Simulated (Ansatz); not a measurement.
# Zr: response to strain

Aim: deform Zr (equal xx and yy strain of -3 %) and compute stress, forces and field gradients with LAPW, PAW and all-electron datasets made for the crystal.

Method: DFT PBE, scalar-relativistic, in Ansatz 0.2.0.

### Step 1. Starting point

Symmetry: P6_3/mmc, No. 194, hexagonal system. The conventional cell has a = 3.232 Å, b = 3.232 Å, c = 5.147 Å, α = 90.00°, β = 90.00°, γ = 120.00°. Zr (site symmetry -6m2) has 12 Zr at 3.18 to 3.23 Å as nearest neighbours.

Coordinates:

```cif
data_structure
_symmetry_space_group_name_H-M 'P 1'
_symmetry_Int_Tables_number 1
_cell_length_a 3.2320
_cell_length_b 3.2320
_cell_length_c 5.1470
_cell_angle_alpha 90.000
_cell_angle_beta 90.000
_cell_angle_gamma 120.000
_cell_volume 46.56
loop_
_atom_site_label
_atom_site_type_symbol
_atom_site_fract_x
_atom_site_fract_y
_atom_site_fract_z
_atom_site_occupancy
Zr1 Zr 0.33333 0.66667 0.25000 1
Zr2 Zr 0.66667 0.33333 0.75000 1
```

Atoms are numbered in the order of the input: Zr1, Zr2.

### Step 2. The deformed structure

Space group P6_3/mmc before, P6_3/mmc after.

### Step 3. LAPW, all electrons

input.yaml reads:

```yaml
crystal:
  lattice:
    - [3.1350382758, 0.0, 0.0]
    - [-1.5675191379, 2.7150227886, 0.0]
    - [0.0, 0.0, 5.147]
  atoms:
    - { symbol: Zr, position: [0.3333333333, 0.6666666667, 0.25] }
    - { symbol: Zr, position: [0.6666666667, 0.3333333333, 0.75] }
kpoints:
  mp_grid: { grid: [13, 13, 7] }
  band_path:
    path:
      - [0.0, 0.0, 0.0]
      - [0.5, 0.0, 0.0]
      - [0.3333333333, 0.3333333333, 0.0]
      - [0.0, 0.0, 0.0]
      - [0.0, 0.0, 0.5]
      - [0.5, 0.0, 0.5]
      - [0.3333333333, 0.3333333333, 0.5]
      - [0.0, 0.0, 0.5]
      - [0.5, 0.0, 0.5]
    npoints: 5
scf:
  occupations: { method: fermi_dirac, width: 0.08 }
hamiltonian:
  xc: pbe
  pseudopotentials: { kind: all_electron, lapw: { basis_error: 0.001 } }
output:
  forces: true
  stress: true
  eigenvalues: true
```

Started as:

```console
$ ansatz run input.yaml --threads 1 --pin off --max-ram 3072MiB --backend cpu --events-out ev --progress --plain --runs-dir out
```

### Step 4. PAW on the default files

input.yaml reads:

```yaml
crystal:
  lattice:
    - [3.1350382758, 0.0, 0.0]
    - [-1.5675191379, 2.7150227886, 0.0]
    - [0.0, 0.0, 5.147]
  atoms:
    - { symbol: Zr, position: [0.3333333333, 0.6666666667, 0.25] }
    - { symbol: Zr, position: [0.6666666667, 0.3333333333, 0.75] }
kpoints:
  mp_grid: { grid: [13, 13, 7] }
scf:
  occupations: { method: fermi_dirac, width: 0.08 }
hamiltonian:
  xc: pbe
  pseudopotentials: { kind: paw }
output:
  forces: true
  stress: true
  eigenvalues: true
  efg: { contact_densities: true }
  write_density: true
  write_potential: true
  elf: true
  volumetric_format: npy
```

### Step 5. All-electron PAW on datasets made for the crystal

input.yaml, as its differences from that of step 4:

```diff
@@ -14,3 +14,3 @@
   xc: pbe
-  pseudopotentials: { kind: paw }
+  pseudopotentials: { kind: all_electron, datasets: crystal }
 output:
@@ -20,5 +20 @@
   efg: { contact_densities: true }
-  write_density: true
-  write_potential: true
-  elf: true
-  volumetric_format: npy
```

(Steps that only read results are left out.)

Q: Predict the outcome of this session. Wanted: pressure; largest shear or deviatoric stress.

As calculated:

| quantity | value |
| --- | --- |
| pressure | LAPW 6.71, PAW 6.68, crystal datasets 6.71 GPa |
| largest shear or deviatoric stress (LAPW) | 1.07 GPa |

In words: The largest part of the stress beyond the pressure is 1.07 GPa in size, in the zz component; the atoms are carried along and not relaxed. No run of the undeformed cell stands beside it, so the pressure holds what the given cell had before the change. PAW: stress within 0.03 GPa of LAPW. Crystal datasets: stress within 0.01 GPa of LAPW.
